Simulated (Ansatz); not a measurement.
# One crystal, many levels of theory: BaS (Fm-3m), part 2 of 2

Wanted: a ladder of band gaps for BaS (Fm-3m), from density functionals to G0W0.

Ansatz 0.2.0; density functionals, hybrids and G0W0, plane waves, PAW. Known limits of the many-body steps: finite bands, screening cutoff and k mesh; no spin-orbit coupling in G0W0.

So far. Step 9 (G0W0@PBE, 4×4×4 mesh, 418 empty bands, screening to 200 …): Over 6 of 8 irreducible mesh points the G0W0 gap is 3.516 eV, from k = Γ to k = (0.000, -0.500, -0.500). The PBE gap of this run on the mesh is 2.202 eV. The two states that bound the G0W0 gap lie that far apart at the start, so the correction of the gap is 3.516 − 2.202 = +1.314 eV.

In doubt: masses and optical values from hybrid runs of this build are listed as unsure (step 10), which bears on the screening that GW takes from such a start.

## (11) G0W0@LDA, 4×4×4 mesh, 194 empty bands, screening to 120 eV, PAW set soft_1 files

This step: G0W0 on LDA, plane waves, PAW; PAW set soft_1.

The input, input.yaml:

```yaml
crystal:
  lattice:
    - [0.0, 3.19375, 3.19375]
    - [3.19375, 0.0, 3.19375]
    - [3.19375, 3.19375, 0.0]
  atoms:
    - { symbol: Ba, position: [0.0, 0.0, 0.0] }
    - { symbol: S, position: [0.5, 0.5, 0.5] }
kpoints:
  mp_grid: { grid: [4, 4, 4] }
hamiltonian:
  xc: lda
  pseudopotentials: { kind: paw, azcp: { folder: soft_1 }, xc_functional: pbe }
scf:
  occupations: { method: fixed }
gw:
  n_empty_bands: 194
  ecut_chi: 120
  qp_bands: [v2, c2]
  qp_kpoints: band_edges
  screening: { model: contour_deformation }
```

Run with:

```bash
ansatz run input.yaml --threads 24 --pin off --max-ram 82944MiB --backend cuda --events-out ev --progress --plain --runs-dir out --devices 1 --max-vram 78GiB
```

It took 2 s on 1 × NVIDIA GB200 (shared by 2 runs) with 24 threads of Arm Neoverse V2, shared host; peak memory 1.2 GiB.

This step gave:

- bands summed: 202
- RPA ε∞ on this mesh (eigenvalues): 5.020, 5.020, 5.020
- plane waves in the screening matrix: 181
- G0W0 gap over the corrected points: 3.350 eV
- k of the valence top: 0, 0, 0
- k of the conduction bottom: 0, -0.5, -0.5
- starting gap on the mesh: 2.001 eV
- Z at the valence top: 0.7463
- Z at the conduction bottom: 0.8031
- least direct G0W0 gap over the corrected points: 3.476 eV

Over 6 of 8 irreducible mesh points the G0W0 gap is 3.350 eV, from k = Γ to k = (0.000, -0.500, -0.500). The LDA gap of this run on the mesh is 2.001 eV. The two states that bound the G0W0 gap lie that far apart at the start, so the correction of the gap is 3.350 − 2.001 = +1.349 eV. G0W0@LDA against G0W0@HSE06 with 202 bands: 3.350 − 3.874 = −0.524 eV, with the same mesh, files and cutoffs, and both edges at the same k points.

## (12) The ladder

Each gap is the least one over the points named; times are wall times on shared hosts, not benchmarks. A G0W0 time includes the run's own self-consistent start. Runs with listed points see these and the mesh alone, so an edge that moves elsewhere is missed. Rows marked * are further runs, not shown as steps, whose inputs differ from the G0W0 step on the same start in the columns given; solver thresholds can differ too. Symmetry makes (0.500, 0.000, 0.500) and (0.000, -0.500, -0.500) one point.

| level | mesh | files, cutoff | bands summed, screening | points | gap (eV) | valence top | conduction bottom | least direct gap (eV) | time |
| --- | --- | --- | --- | --- | --- | --- | --- | --- | --- |
| LDA | 6×6×6 | soft_1 PAW, 420 eV | - | mesh and listed points | 2.007 | Γ | (0.500, 0.000, 0.500) | 2.116 | 1.3 s |
| PBE | 6×6×6 | soft_1 PAW, 420 eV | - | mesh and path | 2.206 | Γ | (0.500, 0.000, 0.500) | 2.311 | 1.5 s |
| PBE+SOC | 6×6×6 | soft_1 PAW, 420 eV | - | mesh and listed points | 2.161 | Γ | (0.500, 0.000, 0.500) | 2.230 | 1.4 s |
| r2SCAN | 6×6×6 | soft_1 PAW, 500 eV | - | mesh and listed points | 2.554 | Γ | (0.500, 0.000, 0.500) | 2.657 | 1.9 s |
| HSE06 | 4×4×4 | soft_1 PAW, 420 eV | - | mesh and listed points | 3.114 | Γ | (0.500, 0.000, 0.500) | 3.243 | 2.9 s |
| PBE0 | 4×4×4 | soft_1 PAW, 420 eV | - | mesh and listed points | 3.810 | Γ | (0.500, 0.000, 0.500) | 3.946 | 4.1 s |
| DDH-PBE0 | 4×4×4 | soft_1 PAW, 420 eV | - | mesh and listed points | 3.540 | Γ | (0.500, 0.000, 0.500) | 3.671 | 6.3 s |
| G0W0@PBE* | 4×4×4 | soft_1 PAW, 420 eV | 76, 60 eV | 6 of 8 irreducible mesh points | 3.233 | Γ | (0.000, -0.500, -0.500) | 3.368 | 1.6 s |
| G0W0@PBE* | 4×4×4 | soft_1 PAW, 420 eV | 202, 120 eV | 6 of 8 irreducible mesh points | 3.408 | Γ | (0.000, -0.500, -0.500) | 3.538 | 2.2 s |
| G0W0@PBE | 4×4×4 | soft_1 PAW, 420 eV | 426, 200 eV | 6 of 8 irreducible mesh points | 3.516 | Γ | (0.000, -0.500, -0.500) | 3.644 | 2.6 s |
| G0W0@HSE06 | 4×4×4 | soft_1 PAW, 420 eV | 202, 120 eV | 6 of 8 irreducible mesh points | 3.874 | Γ | (0.000, -0.500, -0.500) | 4.011 | 6.2 s |
| G0W0@LDA | 4×4×4 | soft_1 PAW, 420 eV | 202, 120 eV | 6 of 8 irreducible mesh points | 3.350 | Γ | (0.000, -0.500, -0.500) | 3.476 | 2 s |

## (13) Outcome

```json
{"LDA, over mesh and listed points": "2.007 eV", "PBE, over mesh and path": "2.206 eV", "PBE+SOC, over mesh and listed points": "2.161 eV", "r2SCAN, over mesh and listed points": "2.554 eV", "HSE06, over mesh and listed points": "3.114 eV", "PBE0, over mesh and listed points": "3.810 eV", "DDH-PBE0, over mesh and listed points": "3.540 eV", "G0W0@PBE (426 bands, 4×4×4), over 6 of 8 irreducible mesh points": "3.516 eV", "G0W0@HSE06, over 6 of 8 irreducible mesh points": "3.874 eV", "G0W0@LDA, over 6 of 8 irreducible mesh points": "3.350 eV", "known limits": "finite bands, screening cutoff and k mesh; no spin-orbit coupling in G0W0"}
```

In words: The rows run from 2.007 eV (LDA) to 3.874 eV (G0W0@HSE06). They differ in mesh, plane-wave cutoff, bands and screening cutoff of G0W0 and the points over which the gap was sought as well as in level, so only pairs that share these are like for like. PBE against LDA: 2.206 − 2.007 = +0.199 eV, with the same mesh, files and cutoff, and both edges at the same k points. PBE+SOC against PBE: 2.161 − 2.206 = −0.045 eV, with the same mesh, set of files (read in its fully relativistic form for the spin-orbit run) and cutoff, and both edges at the same k points. The spin-orbit run sees mesh and listed points alone, so its gap is an upper bound: the coupling can move an edge off these points, and the change over the zone, its sign included where it is small, is not known. PBE0 against HSE06: 3.810 − 3.114 = +0.696 eV, with the same mesh, files and cutoff, and both edges at the same k points. DDH-PBE0 against PBE0: 3.540 − 3.810 = −0.270 eV, with the same mesh, files and cutoff, and both edges at the same k points. G0W0@HSE06 against G0W0@PBE with 202 bands: 3.874 − 3.408 = +0.466 eV, with the same mesh, files and cutoffs, and both edges at the same k points. G0W0@LDA against G0W0@HSE06 with 202 bands: 3.350 − 3.874 = −0.524 eV, with the same mesh, files and cutoffs, and both edges at the same k points. The dielectric-dependent hybrid took 0.209 of exact exchange, against 0.25 in PBE0. G0W0@PBE (426 bands, 4×4×4) moves the gap of its own start on the mesh by 3.516 − 2.202 = +1.314 eV, between the same two levels. Both edges that PBE shows over mesh and path lie at k points where levels were corrected. Levels at other points were not corrected, so a lower G0W0 gap elsewhere in the zone is not ruled out. G0W0@HSE06 moves the gap of its own start on the mesh by 3.874 − 3.114 = +0.760 eV, between the same two levels. Both edges that HSE06 shows over mesh and listed points lie at k points where levels were corrected. Levels at other points were not corrected, so a lower G0W0 gap elsewhere in the zone is not ruled out. G0W0@LDA moves the gap of its own start on the mesh by 3.350 − 2.001 = +1.349 eV, between the same two levels. Both edges that LDA shows over mesh and listed points lie at k points where levels were corrected. Levels at other points were not corrected, so a lower G0W0 gap elsewhere in the zone is not ruled out. What spin-orbit coupling does to the G0W0 levels was not computed, so no sum with the G0W0 gap is formed. For G0W0@PBE: from 76 bands and 60 eV to 426 bands and 200 eV the gap moves by 3.516 − 3.233 = +0.283 eV (rung by rung 3.233, 3.408, 3.516 eV); bands and screening cutoff rise together, so their parts are not told apart. A line in one over the bands through the two highest rungs gives 3.516 + (3.516 − 3.408) × 202 / (426 − 202) = 3.613 eV, and through the pair below 3.408 + (3.408 − 3.233) × 76 / (202 − 76) = 3.514 eV. The two differ by 0.099 eV, not under the 0.030 eV asked, so the law does not hold well over these rungs and the limit is not known. The other G0W0 rows are shown at one basis each (202 bands), so their distance from the limit is not known here. The G0W0 runs are scalar-relativistic. No pair of G0W0 runs that differ in the mesh alone is shown (4×4×4 is a supercell whose nearest images lie 18 Å apart), so the error from the mesh is not known here. G0W0@PBE runs of this series with other atomic data on the same mesh, not shown as steps, give 3.391 eV (hard PAW, 510 eV, 202 bands, screening to 120 eV; the table's row with the same empty bands and screening cutoff has 3.408 eV); where bands and cutoffs differ too, the part of the files is not isolated.

[Paths, hosts, dates, memory and timing lines, banners, echoed tables and standing remarks are left out of the program output.]

[Logs are printed without paths, hosts, clocks, repeated set-up lines and the standing remarks that a program may print on its own settings, such as how far it seeks lower states.]

[Runs of the session that timed out or met a known fault of the program may be left out.]

[Cells called generated may have been cut or substituted from an entry of the Crystallography Open Database or the Materials Project.]

[Hosts, paths, dates, database ids (printed as entryN), source tags and the programs' standing remarks are cut or masked in the printed files.]

[Where an RPA ε∞ is given, it is that of the G0W0 mesh and is not shown converged in it. Names of k-points follow the symmetry that the program found, which can be lower than the space group named. Band edges on a path are those of the sampled points; other points can move an edge, and change direct to indirect where valleys lie close.]

[Hybrid gaps are those of their k-mesh and are not shown converged in it.]
